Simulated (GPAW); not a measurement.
Runs of GPAW 26.7.0 on Au. The cell holds a slab with vacuum, 5 atoms: a = 2.823 Å, b = 2.920 Å, c = 24.786 Å, α = 90.00°, β = 90.00°, γ = 118.91°. The slab is cut from a database's or a generator's crystal, which needn't be the stable form of the element.

```csv
level,potentials or basis,gap on the mesh (eV),largest force (eV/Å),work function (eV)
LDA,"the program's PAW data sets (release 1.2.1) made for this functional, pw",none,(a),5.58
r2SCAN,"GPAW PAW data sets (gpaw-data 1.2.1), pw",none,0.14,5.17
RPBE,"the program's PAW data sets (release 1.2.1) made for this functional, pw",none,(b),4.97
BEEF-vdW,"GPAW PAW data sets (gpaw-data 1.2.1), pw",none,0.50,5.28
vdW-DF-cx,"GPAW PAW data sets (gpaw-data 1.2.1), pw",none,0.12,5.30
```

Alike in all rows: task single point; no spin polarisation; cell the (0 0 1) slab of Au, cut from the database cell, not relaxed; k mesh 11 × 11 × 1; cutoff (eV) 450; smearing fermi-dirac 0.05 eV.

Question: Fill in the values left out.

Answer: (a) 0.32; (b) 0.37.

Caveats: the PAW data sets were made with another functional, which shifts forces and pressure a little (some runs).

A k mesh can miss the band edges, and the runs leave out spin-orbit coupling on Au.

A gap of «none» marks a metal or a gap under the smearing width.

Not every run made on this cell is shown here.
